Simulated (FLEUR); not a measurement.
# TePb (Fm-3m) in FLEUR: notebook, part 2 of 2

FLEUR MaX-R8.1 (later development tree). The steps go on from the part before.

## 3. Equation of state, PBEsol, 32.38 Å³/atom (volume scaled by 0.96)

The input, inp.xml:

```xml
<?xml version="1.0" encoding="UTF-8" standalone="no"?>
<fleurInput fleurInputVersion="0.39">
   <comment>
      TePb                                                                                                
   </comment>
   <calculationSetup>
      <cutoffs Kmax="4.1" Gmax="12.7" GmaxXC="12.7" numbands="0"/>
      <scfLoop itmax="60" minDistance="0.00001" maxIterBroyd="15" imix="Anderson" alpha="0.05" precondParam="0.0" spinf="2.0" sdNocoIR="T"/>
      <coreElectrons ctail="T" frcor="F" kcrel="0" coretail_lmax="0"/>
      <xcFunctional name="PBEs" relativisticCorrections="F"/>
      <magnetism jspins="1"/>
      <soc l_soc="F" theta="0.0" phi="0.0" spav="F"/>
      <expertModes spex="0" secvar="F"/>
      <geometryOptimization l_f="F" forcealpha="1.0" forcemix="BFGS" epsdisp="0.00001" epsforce="0.00001"/>
      <ldaU l_linMix="F" mixParam="0.05" spinf="1.0"/>
   </calculationSetup>
   <cell>
      <bzIntegration valenceElectrons="42.0" mode="hist" fermiSmearingEnergy="0.00183747">
         <kPointListSelection listName="default-1"/>
         <!-- k-points included here -->
         <xi:include xmlns:xi="http://www.w3.org/2001/XInclude" href="kpts.xml"> </xi:include>
      </bzIntegration>
      <!-- symmetry operations included here -->
      <xi:include xmlns:xi="http://www.w3.org/2001/XInclude" href="sym.xml"> </xi:include>
      <bulkLattice scale="0.9864848297">
         <bravaisMatrix>
            <row-1>    0.0000000000000000     6.1057051085825993     6.1057051085825993</row-1>
            <row-2>    6.1057051085825993     0.0000000000000000     6.1057051085825993</row-2>
            <row-3>    6.1057051085825993     6.1057051085825993     0.0000000000000000</row-3>
         </bravaisMatrix>
      </bulkLattice>
   </cell>
   <atomSpecies>
      <species name="Lead (Pb)" element="Pb" atomicNumber="82">
         <mtSphere radius="2.66" gridPoints="879" logIncrement="0.015"/>
         <atomicCutoffs lmax="10" lnonsphr="10"/>
         <electronConfig flipSpins="F">
            <coreConfig>(1s1/2) (2s1/2) (2p1/2) (2p3/2) (3s1/2) (3p1/2) (3p3/2) (4s1/2) (3d3/2) (3d5/2) (4p1/2) (4p3/2) (4d3/2) (4d5/2) (4f5/2) (4f7/2) (5s1/2)</coreConfig>
            <valenceConfig>(5p1/2) (5p3/2) (6s1/2) (5d3/2) (5d5/2) (6p1/2) (6p3/2)</valenceConfig>
            <stateOccupation state="(6p1/2)" spinUp="0.333333" spinDown="0.333333"/>
            <stateOccupation state="(6p3/2)" spinUp="0.666667" spinDown="0.666667"/>
         </electronConfig>
         <energyParameters s="6" p="6" d="5" f="5"/>
         <lo type="SCLO" l="1" n="5" eDeriv="0"/>
         <lo type="SCLO" l="1" n="5" eDeriv="1"/>
         <lo type="SCLO" l="0" n="6" eDeriv="2"/>
         <lo type="SCLO" l="2" n="5" eDeriv="2"/>
         <lo type="SCLO" l="3" n="5" eDeriv="2"/>
      </species>
      <species name="Tellurium (Te)" element="Te" atomicNumber="52">
         <mtSphere radius="2.66" gridPoints="879" logIncrement="0.015"/>
         <atomicCutoffs lmax="10" lnonsphr="10"/>
         <electronConfig flipSpins="F">
            <coreConfig>(1s1/2) (2s1/2) (2p1/2) (2p3/2) (3s1/2) (3p1/2) (3p3/2) (4s1/2) (3d3/2) (3d5/2)</coreConfig>
            <valenceConfig>(4p1/2) (4p3/2) (5s1/2) (4d3/2) (4d5/2) (5p1/2) (5p3/2)</valenceConfig>
            <stateOccupation state="(5p1/2)" spinUp="0.666667" spinDown="0.666667"/>
            <stateOccupation state="(5p3/2)" spinUp="1.333333" spinDown="1.333333"/>
         </electronConfig>
         <energyParameters s="5" p="5" d="5" f="4"/>
         <lo type="SCLO" l="1" n="4" eDeriv="0"/>
         <lo type="SCLO" l="1" n="4" eDeriv="1"/>
         <lo type="SCLO" l="2" n="4" eDeriv="0"/>
         <lo type="SCLO" l="2" n="4" eDeriv="1"/>
         <lo type="SCLO" l="0" n="5" eDeriv="2"/>
         <lo type="SCLO" l="3" n="4" eDeriv="2"/>
      </species>
   </atomSpecies>
   <atomGroups>
      <atomGroup species="Lead (Pb)">
         <relPos label="                   1">.0000000000 .0000000000 .0000000000</relPos>
         <force calculate="T" relaxXYZ="TTT"/>
      </atomGroup>
      <atomGroup species="Tellurium (Te)">
         <relPos label="                   2">1.000/2.000 1.000/2.000 1.000/2.000</relPos>
         <force calculate="T" relaxXYZ="TTT"/>
      </atomGroup>
   </atomGroups>
   <output dos="F" band="F" slice="F">
      <checks vchk="F" cdinf="F"/>
      <bandDOS minEnergy="-.5*Htr" maxEnergy="0.5*Htr" sigma="0.015" storeEVData="T"/>
      <vacuumDOS vacdos="F" integ="F" star="F" nstars="0" locx1="0.0" locy1="0.0" locx2="0.0" locy2="0.0" nstm="0" tworkf="0.0"/>
      <unfoldingBand unfoldBand="F" supercellX="1" supercellY="1" supercellZ="1"/>
      <plotting iplot="0" polar="F">
         <plot TwoD="T" vec1="  1.0  0.0  0.0" vec2="  0.0  1.0  0.0" vec3="  0.0  0.0  1.0" zero="  0.0  0.0  0.0" file="plot"/>
      </plotting>
      <chargeDensitySlicing numkpt="0" minEigenval="0.0" maxEigenval="0.0" nnne="0" pallst="F"/>
      <specialOutput eonly="F"/>
      <moessbauerParams electricFieldGradient="T" isomerShift="T" coreHyperfine="T" valenceHyperfine="T"/>
      <magneticCircularDichroism mcd="F" energyLo="-10.0" energyUp="0.0"/>
   </output>
  <!-- We include the file relax.xml here to enable relaxations (see documentation) -->
  <xi:include xmlns:xi="http://www.w3.org/2001/XInclude" href="relax.xml"> <xi:fallback/> </xi:include>
</fleurInput>
```

Potentials or basis: all-electron, FLAPW.

The run is started by

```sh
> inpgen -f crystal.txt -profile fastHighL
> # inp.xml edited to the form shown
> fleur_MPI
```

Wall time 26 s (1 thread of Intel Xeon 6975P-C (Granite Rapids), shared host); peak memory 0.08 GiB.

It converged, with:

```
Free energy                                           : -754208.5046 eV
Valence electrons inside the program's atomic spheres : Pb 17.96; Te 20.16 (radii Pb 2.66, Te 2.66 bohr)
```

Caveat: this odd mesh misses L, where the gap lies, so gap, dielectric constants and Born charges aren't listed.

## 4. Equation of state, PBEsol, 33.05 Å³/atom (volume scaled by 0.98)

Edit inp.xml of step 3 so:

```diff
@@ -24,3 +24,3 @@
       <xi:include xmlns:xi="http://www.w3.org/2001/XInclude" href="sym.xml"> </xi:include>
-      <bulkLattice scale="0.9864848297">
+      <bulkLattice scale="0.9932883884">
          <bravaisMatrix>
```

The run is started by

```sh
> inpgen -f crystal.txt -profile fastHighL
> # inp.xml edited to the form shown
> fleur_MPI
```

It took 30 s on 1 thread of Intel Xeon 6975P-C (Granite Rapids), shared host; peak memory 0.07 GiB.

It converged, with:

| Item | Value |
| --- | --- |
| Free energy | -754208.5133 eV |
| Valence electrons inside the program's atomic spheres | Pb 17.95; Te 20.14 (radii Pb 2.66, Te 2.66 bohr) |

Caveat: this odd mesh misses L, where the gap lies, so gap, dielectric constants and Born charges aren't listed.

## 5. Equation of state, PBEsol, 33.73 Å³/atom

Edit inp.xml of step 4 so:

```diff
@@ -24,3 +24,3 @@
       <xi:include xmlns:xi="http://www.w3.org/2001/XInclude" href="sym.xml"> </xi:include>
-      <bulkLattice scale="0.9932883884">
+      <bulkLattice scale="1.0000000000">
          <bravaisMatrix>
```

The run is started by

```sh
> inpgen -f crystal.txt -profile fastHighL
> # inp.xml edited to the form shown
> fleur_MPI
```

Wall time 31 s (1 thread of Intel Xeon 6975P-C (Granite Rapids), shared host); peak memory 0.08 GiB.

The run converged. Its results:

```yaml
Free_energy: -754208.5139 eV
Valence_electrons_inside_the_program's_atomic_spheres: Pb 17.93; Te 20.13 (radii Pb 2.66, Te 2.66 bohr)
```

Caveat: this odd mesh misses L, where the gap lies, so gap, dielectric constants and Born charges aren't listed.

## 6. Equation of state, PBEsol, 34.40 Å³/atom (volume scaled by 1.02)

Edit inp.xml of step 5 so:

```diff
@@ -24,3 +24,3 @@
       <xi:include xmlns:xi="http://www.w3.org/2001/XInclude" href="sym.xml"> </xi:include>
-      <bulkLattice scale="1.0000000000">
+      <bulkLattice scale="1.0066227096">
          <bravaisMatrix>
```

Potentials or basis: all-electron, FLAPW.

The run is started by

```sh
> inpgen -f crystal.txt -profile fastHighL
> # inp.xml edited to the form shown
> fleur_MPI
```

It took 35 s on 1 thread of Intel Xeon 6975P-C (Granite Rapids), shared host; peak memory 0.07 GiB.

Results (log left out):

| Property | Result |
| --- | --- |
| Free energy | -754208.5071 eV |
| Valence electrons inside the program's atomic spheres | Pb 17.92; Te 20.12 (radii Pb 2.66, Te 2.66 bohr) |

Caveat: this odd mesh misses L, where the gap lies, so gap, dielectric constants and Born charges aren't listed.

## 7. Equation of state, PBEsol, 35.08 Å³/atom (volume scaled by 1.04)

Edit inp.xml of step 6 so:

```diff
@@ -24,3 +24,3 @@
       <xi:include xmlns:xi="http://www.w3.org/2001/XInclude" href="sym.xml"> </xi:include>
-      <bulkLattice scale="1.0066227096">
+      <bulkLattice scale="1.0131594038">
          <bravaisMatrix>
```

The run is started by

```sh
> inpgen -f crystal.txt -profile fastHighL
> # inp.xml edited to the form shown
> fleur_MPI
```

Wall time 34 s (1 thread of Intel Xeon 6975P-C (Granite Rapids), shared host); peak memory 0.08 GiB.

It converged, with:

- Free energy: -754208.4939 eV
- Valence electrons inside the program's atomic spheres: Pb 17.90; Te 20.11 (radii Pb 2.66, Te 2.66 bohr)

Caveat: this odd mesh misses L, where the gap lies, so gap, dielectric constants and Born charges aren't listed.

## 8. Equation of state, PBEsol, 35.75 Å³/atom (volume scaled by 1.06)

Edit inp.xml of step 7 so:

```diff
@@ -24,3 +24,3 @@
       <xi:include xmlns:xi="http://www.w3.org/2001/XInclude" href="sym.xml"> </xi:include>
-      <bulkLattice scale="1.0131594038">
+      <bulkLattice scale="1.0196128224">
          <bravaisMatrix>
```

The run is started by

```sh
> inpgen -f crystal.txt -profile fastHighL
> # inp.xml edited to the form shown
> fleur_MPI
```

Run time: 33 s. Hardware: 1 thread of Intel Xeon 6975P-C (Granite Rapids), shared host; peak memory 0.07 GiB.

The run converged. Its results:

* Free energy: -754208.4749 eV
* Valence electrons inside the program's atomic spheres: Pb 17.89; Te 20.10 (radii Pb 2.66, Te 2.66 bohr)

Caveat: this odd mesh misses L, where the gap lies, so gap, dielectric constants and Born charges aren't listed.

## 9. Equation of state, PBEsol

Potentials or basis: all-electron, FLAPW.

This step only gathers the single runs of the series.

What came out:

```
Equilibrium volume                      : 33.44 Å³/atom
Bulk modulus                            : 45 GPa
Pressure derivative of the bulk modulus : 4.6
```

Energy against volume, from the lowest point:
```
volume (Å³/atom)  energy (meV/atom)
          31.706              13.48
          32.380               4.61
          33.055               0.28
          33.730               0.00
          34.404               3.37
          35.079               9.96
          35.753              19.47
```

Caveat: this odd mesh misses L, where the gap lies, so gap, dielectric constants and Born charges aren't listed. Spin-orbit coupling is left out, which matters for the levels of Pb, Te.
